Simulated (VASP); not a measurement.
# SnSe2 (P-3m1) in VASP: Born charges and dielectric tensor with LDA

Aim: the Born charges and dielectric tensor of SnSe2 with LDA.

Everything below comes from runs of VASP 6.6.1. Logs are shortened: lines on timing, memory, paths and dates and some standing lists are left out, and cuts for length are marked.

### 1 The structure

Symmetry: P-3m1, No. 164, trigonal system. Conventional cell: a = 3.803 Å, b = 3.803 Å, c = 5.889 Å, α = 90.00°, β = 90.00°, γ = 120.00°. Around Sn (site symmetry -3m) lie 6 Se at 2.70 Å. Around Se (site symmetry 3m) lie 3 Sn at 2.70 Å.

The cell is a database's computed one.

### 2 Born charges and dielectric tensor, LDA

INCAR

```
SYSTEM = SnSe2
ALGO = Fast ; EDIFF = 1E-8
ENCUT = 600 ; IBRION = 8
ISIF = 2 ; ISMEAR = 0
LASPH = .TRUE. ; LCHARG = .FALSE.
LEPSILON = .TRUE. ; LREAL = .FALSE.
LWAVE = .FALSE. ; NELM = 100
NSW = 1 ; PREC = Accurate
SIGMA = 0.02
```

KPOINTS

```
k-points
0
G
  9 9 4
  0 0 0
```

POSCAR

```
SnSe2
1.0
    3.8032200000      0.0000000000      0.0000000000
   -1.9016100000      3.2936900000      0.0000000000
    0.0000000000      0.0000000000      5.8891000000
Sn Se
1 2
Direct
    0.0000000000      0.0000000000      0.0000000000
    0.6666700000      0.3333300000      0.7317900000
    0.3333300000      0.6666700000      0.2682100000
```

Potentials or basis: VASP PAW LDA potentials, release 64 (Sn_d, Se).

The run is started by

```sh
cat potpaw_LDA.64/Sn_d/POTCAR potpaw_LDA.64/Se/POTCAR > POTCAR
mpirun -np 1 vasp_std > vasp.out
```

OUTCAR:

```text
SYSTEM = SnSe2
   EDIFF = 1E-8
   ENCUT = 600
   IBRION = 8
   ISIF = 2
   ISMEAR = 0
   LASPH = .TRUE.
   LEPSILON = .TRUE.
   LREAL = .FALSE.
   NELM = 100
   NSW = 1
   PREC = Accurate

 ion  position               nearest neighbor table
   1  0.000  0.000  0.000-   2 2.70   3 2.70   2 2.70   3 2.70   2 2.70   3 2.70
   2  0.667  0.333  0.732-   1 2.70   1 2.70   1 2.70
   3  0.333  0.667  0.268-   1 2.70   1 2.70   1 2.70

  LATTYP: Found a hexagonal cell.
 ALAT       =     3.8032200000
 C/A-ratio  =     1.5484510494

  Lattice vectors:

 A1 = (   3.8032200000,   0.0000000000,   0.0000000000)
 A2 = (  -1.9016100000,   3.2936900000,   0.0000000000)
 A3 = (   0.0000000000,   0.0000000000,   5.8891000000)

Analysis of symmetry for initial positions (statically):
=====================================================================
 Subroutine PRICEL returns:
 Original cell was already a primitive cell.

 Routine SETGRP: Setting up the symmetry group for a
 hexagonal supercell.

 Subroutine GETGRP returns: Found  4 space group operations
 (whereof  4 operations were pure point group operations)
 out of a pool of 24 trial point group operations.

The static configuration has the point symmetry C_2h.

Analysis of symmetry for dynamics (positions and initial velocities):
=====================================================================
 Subroutine PRICEL returns:
 Original cell was already a primitive cell.

 Routine SETGRP: Setting up the symmetry group for a
 hexagonal supercell.

 Subroutine GETGRP returns: Found  4 space group operations
 (whereof  4 operations were pure point group operations)
 out of a pool of 24 trial point group operations.

The dynamic configuration has the point symmetry C_2h.

 Subroutine INISYM returns: Found  4 space group operations
 (whereof  4 operations are pure point group operations),
 and found     1 'primitive' translations

----------------------------------------------------------------------------------------

                                     Primitive cell

  volume of cell :      73.7706

  direct lattice vectors                    reciprocal lattice vectors
     3.803220000  0.000000000  0.000000000     0.262935092  0.151805422  0.000000000
    -1.901610000  3.293690000  0.000000000     0.000000000  0.303610844  0.000000000
     0.000000000  0.000000000  5.889100000     0.000000000  0.000000000  0.169805233

  length of vectors
     3.803220000  3.803224212  5.889100000     0.303611180  0.303610844  0.169805233

  position of ions in fractional coordinates (direct lattice)
     0.000000000  0.000000000  0.000000000
     0.666670000  0.333330000  0.731790000
     0.333330000  0.666670000  0.268210000

  ion indices of the primitive-cell ions
   primitive index   ion index
                 1           1
                 2           2
                 3           3

[... 661 lines left out ...]
    -0.00063  0.00272 -0.00688           (  0.00004 -0.00001 -0.00001)
     0.00272  0.00251  0.00397           ( -0.00001  0.00003  0.00001)
    -0.00688  0.00397 -0.00301           ( -0.00001  0.00001 -0.00003)

 PIEZOELECTRIC TENSOR FIELD DIRECTION 3  (C/m^2)
 -----------------------------------------------------------------------------
    -0.00014  0.00059 -0.00149
     0.00059  0.00055  0.00086
    -0.00149  0.00086 -0.00065

--------------------------------------- Ionic step        4  -------------------------------------------

------------------------ aborting loop because EDIFF is reached ----------------------------------------

[... ionic steps 5 to 5 ...]

--------------------------------------- Ionic step        6  -------------------------------------------

------------------------ aborting loop because EDIFF is reached ----------------------------------------

--------------------------------------- Ionic step        7  -------------------------------------------

------------------------ aborting loop because EDIFF is reached ----------------------------------------

[... ionic steps 8 to 8 ...]

--------------------------------------- Ionic step        9  -------------------------------------------

 Free energy of the ion-electron system (eV)
  ---------------------------------------------------
  ---------------------------------------------------
  free energy    TOTEN  =        -0.09725291 eV

  energy without entropy =       -0.09725291

------------------------ aborting loop because EDIFF is reached ----------------------------------------

 INTERNAL STRAIN TENSOR  FOR ION    2  DIRECTION 3   (eV/Angst):
 -----------------------------------------------------------------------------
     5.06783 -0.01192 -0.07158
    -0.01192  5.05409  0.04133
     0.12870 -0.07431 13.68203

 MACROSCOPIC STATIC DIELECTRIC TENSOR (including local field effects in DFT)
 ------------------------------------------------------
          15.674636    -0.000019    -0.000273
          -0.000019    15.674660     0.000158
          -0.000220     0.000127    16.912616
 ------------------------------------------------------

 PIEZOELECTRIC TENSOR (including local field effects)  for field in x, y, z        (e  Angst)
          XX          YY          ZZ          XY          YZ          ZX
  --------------------------------------------------------------------------------
  x     0.00000     0.00000     0.00000     0.00000     0.00000     0.00000
  y     0.00000     0.00000     0.00000     0.00000     0.00000     0.00000
  z     0.00000     0.00000     0.00000     0.00000     0.00000     0.00000

 PIEZOELECTRIC TENSOR (including local field effects)  for field in x, y, z        (C/m^2)
          XX          YY          ZZ          XY          YZ          ZX
  --------------------------------------------------------------------------------
  x     0.00000     0.00000     0.00000     0.00000     0.00000     0.00000
  y     0.00000     0.00000     0.00000     0.00000     0.00000     0.00000
  z     0.00000     0.00000     0.00000     0.00000     0.00000     0.00000

 BORN EFFECTIVE CHARGES (including local field effects) (in |e|, cummulative output)
 ---------------------------------------------------------------------------------
 ion    1
    1     5.27590     0.00000     0.00008
    2     0.00000     5.27592    -0.00005
    3    -0.00008     0.00005     2.60769
 ion    2
    1    -2.63795    -0.00000    -0.00004
    2    -0.00000    -2.63796     0.00002
    3     0.00004    -0.00002    -1.30385
 ion    3
    1    -2.63795    -0.00000    -0.00004
    2    -0.00000    -2.63796     0.00002
    3     0.00004    -0.00002    -1.30385

 INTERNAL STRAIN TENSOR FOR ION    3 for displacements in x,y,z  (eV/Angst):
          X           Y           Z          XY          YZ          ZX
  --------------------------------------------------------------------------------
  x     0.00539    -0.00177    -0.00166     0.50289     0.00112    -5.55826
  y     1.06258    -1.06467     0.00096    -0.96049    -4.55636     0.00105
  z    -5.06783    -5.05409   -13.68203     0.01192     0.07431     0.07158

 SECOND DERIVATIVES (NOT SYMMETRIZED)
 ------------------------------------
               1X          1Y          1Z          2X          2Y          2Z          3X          3Y          3Z
  1X    -5.189056    0.000174   -0.000477    2.594528   -0.000087    0.000239    2.594528   -0.000087    0.000239
  1Y     0.000174   -5.188871    0.000275   -0.000087    2.594436   -0.000138   -0.000087    2.594436   -0.000138
  1Z    -0.000505    0.000292  -14.588463    0.000253   -0.000146    7.294232    0.000253   -0.000146    7.294232
  2X     2.623870    0.001124   -0.000202   -3.685406   -0.002548   -0.000024    1.061536    0.001423    0.000226
  2Y     0.001124    2.625176    0.000117   -0.002548   -3.688358    0.000014    0.001423    1.063182   -0.000130
  2Z     0.001390   -0.000803    7.318536   -0.001453    0.000839   -8.386490    0.000063   -0.000036    1.067954
  3X     2.623870    0.001124   -0.000202    1.061536    0.001423    0.000226   -3.685406   -0.002548   -0.000024
  3Y     0.001124    2.625176    0.000117    0.001423    1.063182   -0.000130   -0.002548   -3.688358    0.000014
  3Z     0.001390   -0.000803    7.318536    0.000063   -0.000036    1.067954   -0.001453    0.000839   -8.386490

 Eigenvectors and eigenvalues of the dynamical matrix
 ----------------------------------------------------

   1 f  =    7.258608 THz    45.607179 2PiTHz  242.121098 cm-1    30.019177 meV
             X         Y         Z           dx          dy          dz
      0.000000  0.000000  0.000000    -0.000073    0.000042   -0.755020
      1.901629  1.097886  4.309584     0.000031   -0.000018    0.463651
     -0.000019  2.195804  1.579516     0.000031   -0.000018    0.463651
[... 43 lines left out ...]
   9 f/i=    0.012939 THz     0.081301 2PiTHz    0.431613 cm-1     0.053513 meV
             X         Y         Z           dx          dy          dz
      0.000000  0.000000  0.000000    -0.328661   -0.569267    0.000000
      1.901629  1.097886  4.309584    -0.266435   -0.461487    0.000000
     -0.000019  2.195804  1.579516    -0.266435   -0.461487    0.000000

--------------------------------------------------------------------------------------------------------

 MACROSCOPIC STATIC DIELECTRIC TENSOR IONIC CONTRIBUTION
 ------------------------------------------------------
          13.108324    -0.001601    -0.000489
          -0.001601    13.106514     0.000282
          -0.000489     0.000282     1.142098
 ------------------------------------------------------

 ELASTIC MODULI CONTR FROM IONIC RELAXATION (kBar)
 Direction    XX          YY          ZZ          XY          YZ          ZX
 --------------------------------------------------------------------------------
 XX        -128.3122   -107.3337   -318.5644      9.5821     45.9775      1.9095
 YY        -107.3337   -127.7239   -317.6959     -9.0720    -42.6321      1.6516
 ZZ        -318.5644   -317.6959   -860.0476      0.7529      4.6801      4.4803
 XY           9.5821     -9.0720      0.7529    -10.7556    -40.0334     25.6232
 YZ          45.9775    -42.6321      4.6801    -40.0334   -189.8090      0.2697
 ZX           1.9095      1.6516      4.4803     25.6232      0.2697   -282.7214
 --------------------------------------------------------------------------------

 PIEZOELECTRIC TENSOR IONIC CONTR  for field in x, y, z        (C/m^2)
          XX          YY          ZZ          XY          YZ          ZX
  --------------------------------------------------------------------------------
  x    -0.00000    -0.00000    -0.00000     0.00000     0.00000    -0.00000
  y    -0.00000     0.00000    -0.00000     0.00000     0.00000     0.00000
  z    -0.00000    -0.00000     0.00000     0.00000    -0.00000    -0.00000
```

Wall time 26 min (1 thread of Intel Xeon 6975P-C (Granite Rapids), shared host); peak memory 0.75 GiB.

Results:

* Band gap on the k mesh: 0.36 eV, indirect (least direct gap 0.68 eV)
* Electronic dielectric tensor (diagonal): 15.67, 15.67, 16.91
* Born charges (mean of the diagonal): Sn +4.39; Se -2.19 e
* Highest phonon frequency at Γ, LO-TO splitting left out: 242 cm⁻¹

Phonon frequencies in cm⁻¹ (negative: imaginary):
```tsv
q point	frequencies
(0.000, 0.000, 0.000)	0 0 0 128 128 145 145 180 242
```

Electronic dielectric tensor:
```
15.67  0.00  0.00
 0.00 15.67  0.00
 0.00  0.00 16.91
```

Born effective charge tensors (e):
atom 1, Sn
```
5.28 0.00 0.00
0.00 5.28 0.00
0.00 0.00 2.61
```
atom 2, Se
```
-2.64  0.00  0.00
 0.00 -2.64  0.00
 0.00  0.00 -1.30
```
atom 3, Se
```
-2.64  0.00  0.00
 0.00 -2.64  0.00
 0.00  0.00 -1.30
```

Caveat: the gap is small at this level, which inflates the dielectric constant; spin-orbit coupling is left out, which moves the levels of the heavy elements; an odd mesh through Γ misses points on the zone boundary, where band edges often lie.
